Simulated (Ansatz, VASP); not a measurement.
SiGe in VASP and in Ansatz

```
Si Ge
1.0
     3.90445    0.00000    0.00000
    -1.95223    3.38135    0.00000
     0.00000    0.00000    6.45078
Si Ge
2 2
Direct
  0.66667 0.33333 0.87461
  0.33333 0.66667 0.37461
  0.66667 0.33333 0.50039
  0.33333 0.66667 0.00039
```

The cell comes from a database or a generator and needn't be the stable form of this composition.

Alike in both runs: task single point; functional r2SCAN; k mesh 6 × 6 × 4; occupations gaussian, width 0.1 eV; no spin polarisation.

|  | VASP | Ansatz |
| --- | --- | --- |
| version | VASP 6.6.1 | Ansatz 0.2.0 |
| potentials or method | VASP PAW PBE potentials, release 64 (Si, Ge_d) | scalar-relativistic, plane waves, PAW |
| plane-wave cutoff (eV) | 520 | 500 |
| valence electrons in the cell | 36 | 36 |

|  | VASP | Ansatz | Ansatz less VASP |
| --- | --- | --- | --- |
| gap on the k mesh at the Fermi level (eV) | 0.66 | 0.66 | 0.000 |
| least direct gap on the mesh (eV) | 0.78 | 0.78 | +0.007 |
| pressure (GPa) | 0.0 | 0.1 | +0.05 |
| largest component of the traceless stress (GPa) | 0.12 | 0.12 | +0.005 |
| rms of the force components (eV/Å) | 0.010 | 0.007 | -0.0029 |

Atom by atom the forces differ by 0.003 eV/Å (rms over components).

Caveats: the PAW data sets were made with another functional, which shifts forces and pressure a little (VASP). A k mesh can miss the band edges. r2SCAN opens gaps a little over a GGA but as a rule still falls short of measured ones.
